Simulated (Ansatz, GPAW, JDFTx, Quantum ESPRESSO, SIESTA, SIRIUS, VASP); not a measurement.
One calculation of GaSb, 7 ways

```
CELL_PARAMETERS angstrom
0.00000 3.05900 3.05900
3.05900 0.00000 3.05900
3.05900 3.05900 0.00000
ATOMIC_POSITIONS crystal
Sb 0.75000 0.75000 0.75000
Ga 0.00000 0.00000 0.00000
```

Alike in all runs: task single point; functional PBEsol; k mesh 8 × 8 × 8; occupations fermi-dirac, width 0.05 eV; no spin polarisation; no spin-orbit coupling. Pressure is positive in compression and, in plane waves, holds the error of the finite cutoff.

```tsv
program and potentials	plane-wave cutoff (eV)	notes	band gap (eV)	pressure (GPa)
JDFTx, PseudoDojo-SR-PBEsol-0.4.1-standard with smoothed tails	1088	14 valence electrons an atom on average	no gap	-0.15
SIESTA, files PseudoDojo sr-pbesol-0.4.1-standard, DZP (energy shift 0.003 Ry; two zetas on semicore shells)	-	atomic basis; 14 valence electrons an atom on average	0.08	0.05
SIRIUS, PseudoDojo 0.4.1 PBEsol standard (scalar relativistic)	1102	14 valence electrons an atom on average	0.00	-0.13
Ansatz, all-electron LAPW, scalar-relativistic	-	-	no gap	-0.15
GPAW, PAW data sets generated for this functional	600	9 valence electrons an atom on average	no gap	-0.13
VASP, PBE PAW files Ga_d, Sb, 520 eV	520	potentials made for PBE; 9 valence electrons an atom on average	no gap	-0.06
Quantum ESPRESSO, GBRV 1.5 PBEsol	762	17 valence electrons an atom on average	no gap	-0.14
```

The band gap spans no gap (JDFTx, PseudoDojo-SR-PBEsol-0.4.1-standard with smoothed tails) to 0.08 eV (SIESTA, files PseudoDojo sr-pbesol-0.4.1-standard, DZP (energy shift 0.003 Ry; two zetas on semicore shells)), with all-electron results at no gap. The pressure spans -0.15 (JDFTx, PseudoDojo-SR-PBEsol-0.4.1-standard with smoothed tails) to 0.05 GPa (SIESTA, files PseudoDojo sr-pbesol-0.4.1-standard, DZP (energy shift 0.003 Ry; two zetas on semicore shells)), with all-electron results at -0.15. Spin-orbit coupling, left out here, moves the band edges of heavy atoms. Rows in atomic bases carry the error of their basis and grid, which can be large.

The functional is the same throughout but for its coding, so the spread measures potentials, basis and numerics; runs on potential files found faulty are left out.
